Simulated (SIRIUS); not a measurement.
Crystal: Nb.

```xyz
1
Lattice="-1.6640 1.6640 1.6640 1.6640 -1.6640 1.6640 1.6640 1.6640 -1.6640" Properties=species:S:1:pos:R:3 pbc="T T T"
Nb    0.0000    0.0000    0.0000
```

```yaml
Program: SIRIUS 7.10.0
Task: single point
Functional: PBE
Potentials_or_basis: PseudoDojo 0.4.1 PBE standard (scalar relativistic)
Cutoff: 1127 eV
Density_cutoff: 4507 eV
k_mesh: 11 × 11 × 11
Occupations: fermi-dirac, width 0.05 eV
Spin: no spin polarisation
```

On this cell: pressure -1.9 GPa; band gap on the k mesh none (metal or under the smearing width).

The same run follows on a disturbed copy (cell strained at random at fixed volume):

```
CELL_PARAMETERS angstrom
-1.65481 1.66189 1.66310
1.61189 -1.66978 1.62806
1.70285 1.71781 -1.67098
ATOMIC_POSITIONS crystal
Nb 0.99711 0.99235 0.00528
```

**Question.** What changes?

**Answer.** The energy (extrapolated to zero smearing) moves by +3.5 meV/atom; pressure -2.0 GPa; band gap on the k mesh none (metal or under the smearing width).

Stress tensor (GPa, compression positive):
```
-1.60 -0.70  0.42
-0.70 -3.44  0.20
 0.42  0.20 -0.94
```
